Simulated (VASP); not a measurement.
NaH:

```
CELL_PARAMETERS angstrom
0.00000 2.44000 2.44000
2.44000 0.00000 2.44000
2.44000 2.44000 0.00000
ATOMIC_POSITIONS crystal
Na 0.00000 0.00000 0.00000
H 0.50000 0.50000 0.50000
```

| Item | Value |
| --- | --- |
| Program | VASP 6.6.1 |
| Task | relaxation of cell and atoms |
| Functional | r2SCAN |
| Potentials or basis | VASP PAW PBE potentials, release 64 (Na_pv, H) |
| Cutoff | 600 eV |
| k mesh | 8 × 8 × 8 |
| Occupations | gaussian, width 0.02 eV |
| Spin | no spin polarisation |

At the start: pressure -1.3 GPa; volume 14.53 Å³/atom.

Question: Where does the relaxation end?

Answer: Over 6 steps the energy falls by 4.2 meV/atom and the volume is 13.62 Å³/atom (-6.2 %); space group Fm-3m (No. 225, to 0.05 Å).

The path:
```csv
step,energy change (eV),largest force (eV/Å),pressure (GPa),volume (Å³)
1,0.0000,0.0000,-1.31,29.05
2,-0.0037,0.0000,-0.90,28.56
3,-0.0057,0.0000,-0.67,28.19
4,-0.0082,0.0000,-0.25,27.48
5,-0.0043,0.0000,1.37,26.08
6,-0.0085,0.0000,-0.01,27.25
```

Final structure:
```
CELL_PARAMETERS angstrom
0.00000 2.38839 2.38839
2.38839 0.00000 2.38839
2.38839 2.38839 0.00000
ATOMIC_POSITIONS crystal
Na 0.00000 0.00000 0.00000
H 0.50000 0.50000 0.50000
```

Caveat: the PAW data sets were made with another functional, which shifts forces and pressure a little.
